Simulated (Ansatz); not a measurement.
Crystal: Pt.

```xyz
1
Lattice="-1.5842 1.5842 1.5842 1.5842 -1.5842 1.5842 1.5842 1.5842 -1.5842" Properties=species:S:1:pos:R:3 pbc="T T T"
Pt    0.0000    0.0000    0.0000
```

This isn't the form of Pt at room conditions, which is fcc.

| Item | Value |
| --- | --- |
| Program | Ansatz 0.2.0 |
| Task | relaxation of cell and atoms |
| Functional | BLYP |
| Dispersion | D3(BJ) |
| Potentials or basis | Ansatz PAW |
| Cutoff | 420 eV (not typed: the program's choice for these potentials) |
| k mesh | 12 × 12 × 12 |
| Occupations | fermi-dirac, width 0.05 eV |
| Spin | no spin polarisation |

At the start: volume 15.90 Å³/atom.

Problem. Where does the relaxation end?

Solution. It ends after 4 steps and the volume is 15.52 Å³/atom (-2.4 %); space group Im-3m (No. 229, to 0.05 Å).

The path:
```csv
step,energy change (eV),largest force (eV/Å),volume (Å³)
1,0.0000,0.0000,15.90
2,-0.0071,0.0000,15.56
3,-0.0072,0.0000,15.52
4,-0.0070,0.0000,15.52
```

Final structure:
```
CELL_PARAMETERS angstrom
-1.57132 1.57132 1.57132
1.57132 -1.57132 1.57132
1.57132 1.57132 -1.57132
ATOMIC_POSITIONS crystal
Pt 0.00000 0.00000 0.00000
```

Caveat: the plane-wave basis is chosen anew once the cell has moved, so the energies of steps on either side of that aren't comparable; pairwise dispersion overbinds metals, which lowers pressure and volume; the PAW data sets come from PBE, with cores solved anew for the run's functional, which leaves a small shift of forces and pressure.
